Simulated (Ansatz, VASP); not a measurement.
## Two plane-wave programs on BeS

Contents of INCAR:

```
SYSTEM = BeS
PREC = Accurate ; ENCUT = 600
EDIFF = 1E-7 ; ISMEAR = 0
SIGMA = 0.01 ; LREAL = .FALSE.
LASPH = .TRUE. ; NELM = 100
ALGO = Normal ; ISIF = 3
LWAVE = .FALSE. ; LCHARG = .FALSE.
GGA = PE ; IBRION = 2
NSW = 80 ; EDIFFG = -0.001
```

File KPOINTS:

```
regular mesh
0
G
  8 8 8
  0 0 0
```

POSCAR

```
BeS
1.0
    0.0000000000      2.4379189089      2.4379189089
    2.4379189089      0.0000000000      2.4379189089
    2.4379189089      2.4379189089      0.0000000000
Be S
1 1
Direct
    0.0000000000      0.0000000000      0.0000000000
    0.7500000000      0.7500000000      0.7500000000
```

Input for Ansatz:

```yaml
crystal:
  lattice:
    - [0.0, 2.4379189089, 2.4379189089]
    - [2.4379189089, 0.0, 2.4379189089]
    - [2.4379189089, 2.4379189089, 0.0]
  atoms:
    - { symbol: Be, position: [0.0, 0.0, 0.0] }
    - { symbol: S, position: [0.75, 0.75, 0.75] }
basis:
  ecutwfc: 420
kpoints:
  mp_grid: { grid: [8, 8, 8] }
hamiltonian:
  xc: pbe
scf:
  occupations: { method: fixed }
output:
  forces: true
  stress: true
  eigenvalues: true
  write_density: true
  write_potential: true
  elf: true
  volumetric_format: npy
relax:
  adjacent_minimum: "off"
  f_tol: 0.001
  max_steps: 60
  cell: { stress_tol: 0.01 }
```

Alike in both runs: task relaxation of cell and atoms; functional PBE; k mesh 8 × 8 × 8; no spin polarisation.

|  | VASP | Ansatz |
| --- | --- | --- |
| version | VASP 6.6.1 | Ansatz 0.2.0 |
| potentials or method | VASP PAW PBE potentials, release 64 (Be, S) | scalar-relativistic, plane waves, PAW |
| plane-wave cutoff (eV) | 600 | 420 |
| occupations | gaussian, width 0.01 eV | fixed |
| valence electrons in the cell | 8 | 8 |

Ansatz gave:

```
gap on the k mesh at the Fermi level, each at its own relaxed structure (eV) : 3.15
relaxed volume (Å³/atom)                                                     : 14.49
relaxed cell length with the largest relative difference (Å)                 : 3.448
```

Question: Which values does VASP return?

Answer: gap on the k mesh at the Fermi level, each at its own relaxed structure (eV): 3.15; relaxed volume (Å³/atom): 14.50; relaxed cell length with the largest relative difference (Å): 3.448.

A k mesh can miss the band edges.
